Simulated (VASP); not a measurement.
GaSb (zincblende): gaps by functional in VASP

```
CELL_PARAMETERS angstrom
0.00000 3.06588 3.06588
3.06588 0.00000 3.06588
3.06588 3.06588 0.00000
ATOMIC_POSITIONS crystal
Ga 0.00000 0.00000 0.00000
Sb 0.25000 0.25000 0.25000
```

All runs share this cell. Band v is the last that the valence electrons fill when counted band by band, and c is the next. A negative gap between them is a band overlap, as in a metal.

```csv
level,gap (eV),least direct gap (eV),pressure (GPa)
PBE,0.00,0.00,2.1
r²SCAN,0.40,0.40,0.1
LDA,0.00,0.00,-1.9
PBEsol,0.00,0.00,-0.4
PBE with spin–orbit coupling,0.00,0.00,–
```
